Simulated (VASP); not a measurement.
Wanted: the native input for a VASP 6.6.1 run.

| Item | Value |
| --- | --- |
| Task | single point |
| Functional | HSE06 |
| Potentials or basis | VASP PAW PBE potentials, release 64 (Ga_d, As) |
| Cutoff | 520 eV |
| k mesh | 6 × 6 × 6 |
| Occupations | gaussian, width 0.02 eV |
| Spin | no spin polarisation |
| Grid for exact exchange (PRECFOCK) | Fast |
| Screening parameter | 0.2 1/A |
| Further INCAR settings | ALGO = Normal; EDIFF = 1e-07 |

GaAs:

```xyz
2
Lattice="0.0000 2.8314 2.8314 2.8314 0.0000 2.8314 2.8314 2.8314 0.0000" Properties=species:S:1:pos:R:3 pbc="T T T"
Ga    0.0000    0.0000    0.0000
As    4.2471    4.2471    4.2471
```

The cell is a database's computed one.

The input as run:

POSCAR

```
GaAs
1.0
    0.0000000000      2.8314000000      2.8314000000
    2.8314000000      0.0000000000      2.8314000000
    2.8314000000      2.8314000000      0.0000000000
Ga As
1 1
Direct
    0.0000000000      0.0000000000      0.0000000000
    0.7500000000      0.7500000000      0.7500000000
```

INCAR.step1

```
PREC     = Accurate       # precision mode
ENCUT    = 520            # plane-wave cutoff, eV
EDIFF    = 1E-5           # SCF threshold, eV
ISMEAR   = 0              # smearing method
SIGMA    = 0.02           # smearing width, eV
LREAL    = F              # projectors in reciprocal space
LASPH    = T              # aspherical terms in the spheres
NELM     = 80             # most SCF steps
ALGO     = Normal         # electronic algorithm
ISIF     = 2              # what is computed and relaxed
LWAVE    = T              # write WAVECAR
LCHARG   = F              # write CHGCAR
GGA      = PE             # functional
```

INCAR.step2

```
PREC     = Accurate       # precision mode
ENCUT    = 520            # plane-wave cutoff, eV
EDIFF    = 1E-7           # SCF threshold, eV
ISMEAR   = 0              # smearing method
SIGMA    = 0.02           # smearing width, eV
LREAL    = F              # projectors in reciprocal space
LASPH    = T              # aspherical terms in the spheres
NELM     = 80             # most SCF steps
ALGO     = Normal         # electronic algorithm
ISIF     = 2              # what is computed and relaxed
LWAVE    = F              # write WAVECAR
LCHARG   = F              # write CHGCAR
GGA      = PE             # functional
LHFCALC  = T              # exact exchange
HFSCREEN = 0.2            # screening, 1/A
PRECFOCK = Fast         
ISTART   = 1
```

KPOINTS

```
Automatic mesh
0
Gamma
  6 6 6
```

Potentials or basis: VASP PAW PBE potentials, release 64 (Ga_d, As).

The run is started by

```sh
$ cat potpaw_PBE.64/Ga_d/POTCAR potpaw_PBE.64/As/POTCAR > POTCAR
$ cp INCAR.step1 INCAR
$ mpirun -np 1 vasp_std > vasp.out
$ cp INCAR.step2 INCAR
$ mpirun -np 1 vasp_std > vasp.out
```

Results of the run:

| Item | Value |
| --- | --- |
| Pressure | 0.6 GPa |
| Band gap on the k mesh | 1.39 eV, direct |

Caveat: the PAW data sets were made with another functional, which shifts forces and pressure a little.

It took 33 min on 1 thread of Intel(R) Xeon(R) Platinum 8375C CPU @ 2.90GHz (Ice Lake), on a shared host, peak memory 0.28 GiB.
